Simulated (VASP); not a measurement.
Here is the system:

```yaml
crystal:
  lattice:
    - [2.54452, -4.40723, 0.00000]
    - [2.54452, 4.40723, 0.00000]
    - [0.00000, 0.00000, 5.77281]
  atoms:
    - { symbol: Ge, position: [0.00000, 0.45594, 0.33333] }
    - { symbol: Ge, position: [0.54406, 0.54406, 0.00000] }
    - { symbol: Ge, position: [0.45594, 0.00000, 0.66667] }
    - { symbol: O, position: [0.29799, 0.39765, 0.24162] }
    - { symbol: O, position: [0.60235, 0.90034, 0.90829] }
    - { symbol: O, position: [0.70201, 0.09966, 0.42505] }
    - { symbol: O, position: [0.90034, 0.60235, 0.09171] }
    - { symbol: O, position: [0.39765, 0.29799, 0.75838] }
    - { symbol: O, position: [0.09966, 0.70201, 0.57495] }
```

Method: PBE GGA, VASP's PBE PAW potentials (set 64) (plane waves; VASP). Numerical set-up: 520 eV cut-off, 7×7×5 Γ-centred mesh, Gaussian smearing of 0.010 eV, potentials Ge_d O.

Question: Predict the energy per atom (σ→0).

Answer: 
```yaml
energy per atom (σ→0): -6.415 eV/atom
```

The absolute energy has meaning only against runs of the same code, potentials and settings.

The compound is GeO2 in the quartz structure, a metastable form; rutile is stable. It was relaxed first, which changed the volume by +7 %.
